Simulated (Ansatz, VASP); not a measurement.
**Si in two plane-wave programs**

Aim: how closely do two programs agree when they are given the same cell, functional and k mesh?

Main program and level: Ansatz 0.2.0; plane waves, with VASP 6.6.1 beside it; zone-centre phonons at LDA.

This is not the structure that Si takes at ambient pressure and room temperature (diamond type); it is a model or a phase of other conditions.

### Step 1. Set-up

Symmetry: I4_1/amd, No. 141, tetragonal system. Conventional cell: a = 3.935 Å, b = 3.935 Å, c = 5.252 Å, α = 90.00°, β = 90.00°, γ = 90.00°. Nearest to Si lie 4 Si at 2.37 Å.

### Step 2. VASP: zone-centre phonons, LDA

Second derivatives magnify differences that forces hide, and they need a tight electronic threshold.

Lines of VASP's logs that name or quote its potential files are left out, and so is its time.

Input file INCAR:

```
SYSTEM = Si
PREC = Accurate
ENCUT = 500
EDIFF = 1E-08
NELM = 100
ISMEAR = 0
SIGMA = 0.03
LREAL = .FALSE.
ALGO = Normal
GGA = CA
NBANDS = 14
LORBIT = 11
LWAVE = .FALSE.
LCHARG = .FALSE.
KPAR = 8
IBRION = 8
LEPSILON = .TRUE.
LPEAD = .TRUE.
ISIF = 2
```

Input file POSCAR:

```
Si
1.0
    3.9354060746      0.0000000000      0.0000000000
    0.0000000000      3.9354060746      0.0000000000
    0.0000000000      0.0000000000      5.2523102730
Si
4
Direct
    0.0000000000      0.0000000000      0.5000000000
    0.5000000000      0.5000000000      0.0000000000
    0.5000000000      0.0000000000      0.7500000000
    0.0000000000      0.5000000000      0.2500000000
```

Input file KPOINTS:

```
Automatic mesh
0
Gamma
10 10 8
0 0 0
```

The projector-augmented-wave data sets are Si (LDA family, release 64).

Command:

```sh
$ mpirun -np 8 vasp_std
```

Numbers of over 12 decimals in the logs are rounded to 6 here.

The program printed:

```text
[banner, memory and clock lines left out]
running    8 mpi-ranks, on    1 nodes
 distrk:  each k-point on    1 cores,    8 groups
 distr:  one band on    1 cores,    1 groups

 POSCAR found type information on POSCAR Si
 POSCAR found :  1 types and       4 ions
|                                                                             |
|           W    W    AA    RRRRR   N    N  II  N    N   GGGG   !!!           |
|           W    W   A  A   R    R  NN   N  II  NN   N  G    G  !!!           |
|           W    W  A    A  R    R  N N  N  II  N N  N  G       !!!           |
|           W WW W  AAAAAA  RRRRR   N  N N  II  N  N N  G  GGG   !            |
|           WW  WW  A    A  R   R   N   NN  II  N   NN  G    G                |
|           W    W  A    A  R    R  N    N  II  N    N   GGGG   !!!           |
|                                                                             |
|     For optimal performance we recommend to set                             |
|       NCORE = 2 up to number-of-cores-per-socket                            |
|     NCORE specifies how many cores store one orbital (NPAR=cpu/NCORE).      |
|     This setting can greatly improve the performance of VASP for DFT.       |
|     The default, NCORE=1 might be grossly inefficient on modern             |
|     multi-core architectures or massively parallel machines. Do your        |
|     Unfortunately you need to use the default for GW and RPA                |
|     calculations (for HF NCORE is supported but not extensively tested      |
|     yet).                                                                   |
|                                                                             |

 LDA part: xc-table for (Slater(with rela. corr.)+CA(PZ))
 , standard interpolation
 POSCAR, INCAR and KPOINTS ok, starting setup
 FFT: planning ... GRIDC
 FFT: planning ... GRID_SOFT
 FFT: planning ... GRID
 WAVECAR not read
 entering main loop
       N       E                     dE             d eps       ncg     rms          rms(c)
DAV:   1     0.265669369672E+02    0.26567E+02   -0.58840E+03  2940   0.903E+02
DAV:   2    -0.220872319712E+02   -0.48654E+02   -0.44281E+02  3980   0.130E+02
DAV:   3    -0.242339057879E+02   -0.21467E+01   -0.21233E+01  3864   0.264E+01
DAV:   4    -0.242640223594E+02   -0.30117E-01   -0.30104E-01  3546   0.406E+00
DAV:   5    -0.242646204905E+02   -0.59813E-03   -0.59803E-03  3850   0.536E-01    0.692E+00
DAV:   6    -0.239231204705E+02    0.34150E+00   -0.15153E-01  3300   0.192E+00    0.415E+00
DAV:   7    -0.237659669175E+02    0.15715E+00   -0.29315E-01  3330   0.271E+00    0.283E-01
DAV:   8    -0.237663574490E+02   -0.39053E-03   -0.20460E-02  3384   0.828E-01    0.914E-02
DAV:   9    -0.237662441306E+02    0.11332E-03   -0.69138E-04  3750   0.153E-01    0.818E-02
DAV:  10    -0.237662710276E+02   -0.26897E-04   -0.59611E-05  3492   0.479E-02    0.811E-02
DAV:  11    -0.237662718243E+02   -0.79669E-06   -0.40062E-06  3570   0.127E-02    0.170E-03
DAV:  12    -0.237662718315E+02   -0.71377E-08   -0.53080E-08  3814   0.151E-03
   1 F= -.23766272E+02 E0= -.23766243E+02  d E =-.568899E-04
 Linear response reoptimize wavefunctions to high precision
DAV:   1    -0.237662718508E+02   -0.19315E-07   -0.84676E-09  3498   0.644E-04
DAV:   2    -0.237662718508E+02   -0.32742E-10   -0.83258E-11  2268   0.699E-05
 Linear response to external field (no local field effect), progress :
  Direction:   1
       N       E                     dE             d eps       ncg     rms          rms(c)
 change of polarisation eV/A/(eV/A) component  1 :     0.000     0.000     0.000
 dielectric tensor                  component  1 :     1.000     0.000     0.000
 Linear response to external field (no local field effect), progress :
  Direction:   2
       N       E                     dE             d eps       ncg     rms          rms(c)
 change of polarisation eV/A/(eV/A) component  2 :     0.000     0.000     0.000
 dielectric tensor                  component  2 :     0.000     1.000     0.000
 Linear response to external field (no local field effect), progress :
  Direction:   3
       N       E                     dE             d eps       ncg     rms          rms(c)
 change of polarisation eV/A/(eV/A) component  3 :     0.000     0.000     0.000
 dielectric tensor                  component  3 :     0.000     0.000     1.000
 Linear response to external field, progress :
  Direction:   1
       N       E                     dE             d eps       ncg     rms          rms(c)
 change of polarisation eV/A/(eV/A) component  1 :     0.000     0.000     0.000
 dielectric tensor                  component  1 :     1.000     0.000     0.000
 Linear response to external field, progress :
  Direction:   2
       N       E                     dE             d eps       ncg     rms          rms(c)
 change of polarisation eV/A/(eV/A) component  2 :     0.000     0.000     0.000
 dielectric tensor                  component  2 :     0.000     1.000     0.000
 Linear response to external field, progress :
  Direction:   3
       N       E                     dE             d eps       ncg     rms          rms(c)
 change of polarisation eV/A/(eV/A) component  3 :     0.000     0.000     0.000
 dielectric tensor                  component  3 :     0.000     0.000     1.000
 Linear response DOF=           2
 Linear response progress:
  Degree of freedom:   1/  2
       N       E                     dE             d eps       ncg     rms          rms(c)
RMM:   1    -0.222343948714E-01   -0.22234E-01    0.20555E-02 17022   0.951E-01
RMM:   2    -0.195290603290E-01    0.27053E-02   -0.16976E-03 11129   0.227E-01    0.101E-01
RMM:   3    -0.194870879394E-01    0.41972E-04   -0.34721E-04 11641   0.584E-02    0.556E-02
RMM:   4    -0.195970984645E-01   -0.11001E-03   -0.19988E-04 11682   0.416E-02    0.120E-02
RMM:   5    -0.195733364476E-01    0.23762E-04   -0.84238E-06 11939   0.132E-02    0.246E-03
RMM:   6    -0.195786406094E-01   -0.53042E-05   -0.12435E-06 12145   0.236E-03    0.168E-03
RMM:   7    -0.195778077983E-01    0.83281E-06    0.65175E-07 12390   0.907E-04    0.160E-04
RMM:   8    -0.195779054252E-01   -0.97627E-07    0.10561E-07 12452   0.285E-04    0.101E-04
RMM:   9    -0.195781299670E-01   -0.22454E-06   -0.16215E-07 12622   0.882E-05    0.136E-05
RMM:  10    -0.195780951184E-01    0.34849E-07    0.54547E-08 12948   0.304E-05    0.896E-06
RMM:  11    -0.195780674120E-01    0.27706E-07    0.74465E-08 13016   0.207E-05    0.161E-06
RMM:  12    -0.195780732364E-01   -0.58243E-08    0.93265E-08 12812   0.163E-05    0.722E-07
 first order change of Fermi-energy   0.25596E-05
 force on displaced ion       1 direction 1 : -11.920   0.000  -0.000
 Born effective charge ion    1 direction 1 :   4.243   0.000   0.000
 Linear response progress:
  Degree of freedom:   2/  2
       N       E                     dE             d eps       ncg     rms          rms(c)
RMM:   1    -0.272253273588E-01   -0.27225E-01    0.13881E-02 12721   0.101E+00
RMM:   2    -0.222681070103E-01    0.49572E-02   -0.22815E-03  7983   0.267E-01    0.965E-02
RMM:   3    -0.221793200808E-01    0.88787E-04   -0.27034E-04  8397   0.566E-02    0.553E-02
RMM:   4    -0.222017082668E-01   -0.22388E-04   -0.82315E-05  8411   0.296E-02    0.123E-02
RMM:   5    -0.222016481251E-01    0.60142E-07   -0.12241E-05  8580   0.937E-03    0.259E-03
RMM:   6    -0.221984358131E-01    0.32123E-05   -0.24087E-06  8661   0.188E-03    0.139E-03
RMM:   7    -0.221965940648E-01    0.18417E-05   -0.17114E-07  8800   0.711E-04    0.216E-04
RMM:   8    -0.221967916960E-01   -0.19763E-06   -0.32344E-08  8962   0.167E-04    0.773E-05
RMM:   9    -0.221969056008E-01   -0.11390E-06    0.58271E-08  9014   0.673E-05    0.182E-05
RMM:  10    -0.221968840364E-01    0.21564E-07    0.68472E-08  9172   0.277E-05    0.636E-06
RMM:  11    -0.221968799612E-01    0.40751E-08    0.55413E-08  9235   0.180E-05    0.125E-06
 first order change of Fermi-energy   0.13528E-04
 force on displaced ion       1 direction 3 :   0.000   0.000 -13.999
 Born effective charge ion    1 direction 3 :   0.000   0.000   4.243
 Born effective charges drift removed
 Linear response finished
```

Parts of OUTCAR (step 2):

```text
ion  position               nearest neighbor table
   1  0.000  0.000  0.500-   3 2.37   4 2.37   4 2.37   3 2.37
   2  0.500  0.500  0.000-   3 2.37   4 2.37   3 2.37   4 2.37
   3  0.500  0.000  0.750-   1 2.37   2 2.37   2 2.37   1 2.37
   4  0.000  0.500  0.250-   1 2.37   2 2.37   1 2.37   2 2.37

  LATTYP: Found a simple tetragonal cell.
 ALAT       =     3.9354060746
 C/A-ratio  =     1.3346298129

 Subroutine GETGRP returns: Found 16 space group operations
 (whereof  8 operations were pure point group operations)

The static configuration has the point symmetry D_2d.
 The point group associated with its full space group is D_4h.

 Found    105 irreducible k-points:

   k-points           NKPTS =    105   k-points in BZ     NKDIM =    105   number of bands    NBANDS=     14

   dimension x,y,z NGX =    30 NGY =   30 NGZ =   40
   dimension x,y,z NGXF=    60 NGYF=   60 NGZF=   80

   ENCUT  =  500.0 eV  36.75 Ry    6.06 a.u.   7.18  7.18  9.58*2*pi/ulx,y,z

   NELECT =      16.0000    total number of electrons

 k-points in reciprocal lattice and weights: Automatic mesh
   0.00000000  0.00000000  0.00000000       0.001
   0.10000000  0.00000000  0.00000000       0.005
   0.20000000  0.00000000  0.00000000       0.005
   0.30000000  0.00000000  0.00000000       0.005
   0.40000000  0.00000000  0.00000000       0.005
   0.50000000  0.00000000  0.00000000       0.003
   0.10000000  0.10000000  0.00000000       0.005
   0.20000000  0.10000000  0.00000000       0.010
   0.30000000  0.10000000  0.00000000       0.010
[...]
0.000000000  3.935406075  0.000000000     0.000000000  0.254103384  0.000000000
     0.000000000  0.000000000  5.252310273     0.000000000  0.000000000  0.190392408

 POSITION                                       TOTAL-FORCE (eV/Angst)
 -----------------------------------------------------------------------------------
      0.00000      0.00000      2.62616         0.000000      0.000000      0.000000
      1.96770      1.96770      0.00000         0.000000      0.000000     -0.000000
      1.96770      0.00000      3.93923        -0.000000     -0.000000      0.000000
      0.00000      1.96770      1.31308         0.000000     -0.000000     -0.000000
 -----------------------------------------------------------------------------------
    total drift:                                0.000000      0.000000      0.000000

 MACROSCOPIC STATIC DIELECTRIC TENSOR (including local field effects in DFT)
 ------------------------------------------------------
           1.000000     0.000000     0.000000
           0.000000     1.000000     0.000000
           0.000000     0.000000     1.000000
 ------------------------------------------------------

 PIEZOELECTRIC TENSOR (including local field effects)  for field in x, y, z        (C/m^2)
          XX          YY          ZZ          XY          YZ          ZX
  --------------------------------------------------------------------------------
  x     0.00000     0.00000     0.00000     0.00000     0.00000     0.00000
  y     0.00000     0.00000     0.00000     0.00000     0.00000     0.00000
  z     0.00000     0.00000     0.00000     0.00000     0.00000     0.00000

 BORN EFFECTIVE CHARGES (including local field effects) (in |e|, cummulative output)
 ---------------------------------------------------------------------------------
 ion    1
    1     0.00000     0.00000     0.00000
    2     0.00000     0.00000     0.00000
    3     0.00000     0.00000     0.00000
 ion    2
    1     0.00000     0.00000     0.00000
    2     0.00000     0.00000     0.00000
    3     0.00000     0.00000     0.00000
 ion    3
    1     0.00000     0.00000     0.00000
    2     0.00000     0.00000     0.00000
    3     0.00000     0.00000     0.00000
 ion    4
    1     0.00000     0.00000     0.00000
    2     0.00000     0.00000     0.00000
    3     0.00000     0.00000     0.00000

 Eigenvectors and eigenvalues of the dynamical matrix
 ----------------------------------------------------

   1 f  =   14.824218 THz    93.143310 2PiTHz  494.482693 cm-1    61.308013 meV
             X         Y         Z           dx          dy          dz
      0.000000  0.000000  2.626155    -0.481070   -0.136279    0.000000
      1.967703  1.967703  0.000000    -0.481070   -0.136279    0.000000
      1.967703  0.000000  3.939233     0.481070    0.136279   -0.000000
      0.000000  1.967703  1.313078     0.481070    0.136279   -0.000000

   2 f  =   14.824218 THz    93.143310 2PiTHz  494.482693 cm-1    61.308013 meV
             X         Y         Z           dx          dy          dz
      0.000000  0.000000  2.626155     0.136279   -0.481070   -0.000000
      1.967703  1.967703  0.000000     0.136279   -0.481070   -0.000000
      1.967703  0.000000  3.939233    -0.136279    0.481070    0.000000
      0.000000  1.967703  1.313078    -0.136279    0.481070    0.000000

   3 f  =   14.718637 THz    92.479924 2PiTHz  490.960884 cm-1    60.871364 meV
             X         Y         Z           dx          dy          dz
      0.000000  0.000000  2.626155     0.000000   -0.000000    0.500000
      1.967703  1.967703  0.000000     0.000000   -0.000000    0.500000
      1.967703  0.000000  3.939233    -0.000000    0.000000   -0.500000
      0.000000  1.967703  1.313078    -0.000000    0.000000   -0.500000

   4 f  =   13.316727 THz    83.671464 2PiTHz  444.198201 cm-1    55.073533 meV
             X         Y         Z           dx          dy          dz
      0.000000  0.000000  2.626155    -0.229604   -0.444164   -0.000000
      1.967703  1.967703  0.000000     0.229604    0.444164    0.000000
      1.967703  0.000000  3.939233     0.229604   -0.444164   -0.000000
      0.000000  1.967703  1.313078    -0.229604    0.444164   -0.000000

   5 f  =   13.316727 THz    83.671464 2PiTHz  444.198201 cm-1    55.073533 meV
             X         Y         Z           dx          dy          dz
      0.000000  0.000000  2.626155     0.444164   -0.229604    0.000000
      1.967703  1.967703  0.000000    -0.444164    0.229604   -0.000000
      1.967703  0.000000  3.939233    -0.444164   -0.229604   -0.000000
      0.000000  1.967703  1.313078     0.444164    0.229604    0.000000

   6 f  =   11.632767 THz    73.090832 2PiTHz  388.027348 cm-1    48.109238 meV
             X         Y         Z           dx          dy          dz
      0.000000  0.000000  2.626155    -0.000000   -0.000000    0.651683
      1.967703  1.967703  0.000000     0.000000    0.000000   -0.651683
      1.967703  0.000000  3.939233     0.000000   -0.000000    0.274426
      0.000000  1.967703  1.313078    -0.000000    0.000000   -0.274426

   7 f  =   11.632767 THz    73.090832 2PiTHz  388.027348 cm-1    48.109238 meV
             X         Y         Z           dx          dy          dz
      0.000000  0.000000  2.626155    -0.000000   -0.000000    0.274426
      1.967703  1.967703  0.000000     0.000000    0.000000   -0.274426
      1.967703  0.000000  3.939233     0.000000   -0.000000   -0.651683
      0.000000  1.967703  1.313078    -0.000000    0.000000    0.651683

   8 f  =    4.221008 THz    26.521373 2PiTHz  140.797660 cm-1    17.456677 meV
             X         Y         Z           dx          dy          dz
      0.000000  0.000000  2.626155    -0.450837    0.216207   -0.000000
      1.967703  1.967703  0.000000     0.450837   -0.216207   -0.000000
      1.967703  0.000000  3.939233    -0.450837   -0.216207   -0.000000
      0.000000  1.967703  1.313078     0.450837    0.216207   -0.000000

   9 f  =    4.221008 THz    26.521373 2PiTHz  140.797660 cm-1    17.456677 meV
             X         Y         Z           dx          dy          dz
      0.000000  0.000000  2.626155    -0.216207   -0.450837    0.000000
      1.967703  1.967703  0.000000     0.216207    0.450837    0.000000
      1.967703  0.000000  3.939233    -0.216207    0.450837    0.000000
      0.000000  1.967703  1.313078     0.216207   -0.450837    0.000000

  10 f  =    0.000000 THz     0.000002 2PiTHz    0.000008 cm-1     0.000001 meV
             X         Y         Z           dx          dy          dz
      0.000000  0.000000  2.626155    -0.166639   -0.469023    0.047422
      1.967703  1.967703  0.000000    -0.166639   -0.469023    0.047422
      1.967703  0.000000  3.939233    -0.166639   -0.469023    0.047422
      0.000000  1.967703  1.313078    -0.166639   -0.469023    0.047422

  11 f  =    0.000000 THz     0.000001 2PiTHz    0.000006 cm-1     0.000001 meV
             X         Y         Z           dx          dy          dz
      0.000000  0.000000  2.626155     0.470630   -0.168419   -0.011955
      1.967703  1.967703  0.000000     0.470630   -0.168419   -0.011955
      1.967703  0.000000  3.939233     0.470630   -0.168419   -0.011955
      0.000000  1.967703  1.313078     0.470630   -0.168419   -0.011955

  12 f/i=    0.000000 THz     0.000002 2PiTHz    0.000010 cm-1     0.000001 meV
             X         Y         Z           dx          dy          dz
      0.000000  0.000000  2.626155     0.027188    0.040652    0.497602
      1.967703  1.967703  0.000000     0.027188    0.040652    0.497602
      1.967703  0.000000  3.939233     0.027188    0.040652    0.497602
      0.000000  1.967703  1.313078     0.027188    0.040652    0.497602

 MACROSCOPIC STATIC DIELECTRIC TENSOR IONIC CONTRIBUTION
 ------------------------------------------------------
           0.000000     0.000000     0.000000
           0.000000     0.000000     0.000000
           0.000000     0.000000     0.000000
 ------------------------------------------------------

 ELASTIC MODULI CONTR FROM IONIC RELAXATION (kBar)
 Direction    XX          YY          ZZ          XY          YZ          ZX
 --------------------------------------------------------------------------------
 XX        -256.8094    256.8094      0.0000      0.0000     -0.0000      0.0000
 YY         256.8094   -256.8094      0.0000      0.0000      0.0000     -0.0000
 ZZ           0.0000      0.0000      0.0000      0.0000      0.0000      0.0000
 XY           0.0000      0.0000      0.0000      0.0000      0.0000      0.0000
 YZ          -0.0000      0.0000      0.0000      0.0000   -195.6669     -0.0000
 ZX           0.0000     -0.0000      0.0000      0.0000      0.0000   -220.2437
 --------------------------------------------------------------------------------

 PIEZOELECTRIC TENSOR IONIC CONTR  for field in x, y, z        (C/m^2)
          XX          YY          ZZ          XY          YZ          ZX
  --------------------------------------------------------------------------------
  x     0.00000     0.00000     0.00000     0.00000     0.00000     0.00000
  y     0.00000     0.00000     0.00000     0.00000     0.00000     0.00000
  z     0.00000     0.00000     0.00000     0.00000     0.00000     0.00000
```

(Continued in part 2 of 2.)

[Lines on the potential files, build, host, timing and source positions are cut from VASP's logs without a mark.]

[Logs are printed without paths, hosts, clocks, repeated set-up lines and the standing remarks that a program may print on its own settings, such as how far it seeks lower states.]

[Hosts, paths, dates, database ids (printed as entryN), source tags and the programs' standing remarks are cut or masked in the printed files.]
